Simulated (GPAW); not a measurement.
## HgSe: equation of state with PBE

Crystal: HgSe.

```xyz
2
Lattice="0.0000 3.0390 3.0390 3.0390 0.0000 3.0390 3.0390 3.0390 0.0000" Properties=species:S:1:pos:R:3 pbc="T T T"
Hg    0.0000    0.0000    0.0000
Se    1.5195    1.5195    1.5195
```

| Item | Value |
| --- | --- |
| Program | GPAW 26.7.0 |
| Task | equation of state |
| Functional | PBE |
| Potentials or basis | PAW data sets generated in the run's folder for this functional |
| Cutoff | 600 eV |
| Basis | pw |
| k mesh | 6 × 6 × 6 |
| Occupations | fermi-dirac, width 0.05 eV |
| Spin | no spin polarisation |

* Equilibrium volume: 30.86 Å³/atom (rough: see the caveat)
* Bulk modulus: 43 GPa (rough)

Energy against volume, from the lowest point:
| volume (Å³/atom) | energy (meV/atom) |
| --- | --- |
| 26.383 | 112.73 |
| 26.944 | 81.17 |
| 27.505 | 55.51 |
| 28.067 | 35.05 |
| 28.628 | 19.32 |
| 29.189 | 7.77 |
| 29.751 | 0.00 |

Wall time 79 s on 1 thread of Arm Neoverse V1, with other jobs on the host, peak memory 0.23 GiB.

Caveat: the minimum lies outside the volumes run. Spin-orbit coupling is left out, which matters for the levels of Hg.
